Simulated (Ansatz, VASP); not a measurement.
CsCl in VASP and in Ansatz

Contents of INCAR:

```
PREC = Accurate
ENCUT = 520
EDIFF = 1E-6
ISMEAR = 0
SIGMA = 0.05
LREAL = F
LASPH = T
NELM = 60
ALGO = Normal
ISIF = 2
LWAVE = F
LCHARG = T
GGA = PE
LELF = T
LVHAR = T
NBANDS = 15
```

The input KPOINTS:

```
Automatic mesh
0
Gamma
  6 6 6
```

File POSCAR:

```
CsCl
1.0
    4.1230000000      0.0000000000      0.0000000000
    0.0000000000      4.1230000000      0.0000000000
    0.0000000000      0.0000000000      4.1230000000
Cs Cl
1 1
Direct
    0.0000000000      0.0000000000      0.0000000000
    0.5000000000      0.5000000000      0.5000000000
```

Input for Ansatz:

```yaml
crystal:
  lattice:
    - [4.123, 0.0, 0.0]
    - [0.0, 4.123, 0.0]
    - [0.0, 0.0, 4.123]
  atoms:
    - { symbol: Cs, position: [0.0, 0.0, 0.0] }
    - { symbol: Cl, position: [0.5, 0.5, 0.5] }
basis:
  ecutwfc: 420
kpoints:
  mp_grid: { grid: [6, 6, 6] }
hamiltonian:
  xc: pbe
scf:
  occupations: { method: gaussian, width: 0.05 }
output:
  forces: true
  stress: true
  eigenvalues: true
```

Alike in both runs: task single point; functional PBE; k mesh 6 × 6 × 6; occupations gaussian, width 0.05 eV; no spin polarisation.

```csv
,VASP,Ansatz
version,VASP 6.6.1,Ansatz 0.2.0
potentials or method,"VASP PAW PBE potentials, release 64 (Cs_sv, Cl)","scalar-relativistic, plane waves, PAW"
plane-wave cutoff (eV),520,420
valence electrons in the cell,16,16
```

```tsv
	VASP	Ansatz	Ansatz less VASP
gap on the k mesh at the Fermi level (eV)	5.26	5.27	+0.012
least direct gap on the mesh (eV)	5.26	5.27	+0.012
pressure (GPa)	1.0	1.0	-0.03
```

Caveats: spin-orbit coupling is left out, which moves the levels of the heavy elements. A k mesh can miss the band edges.
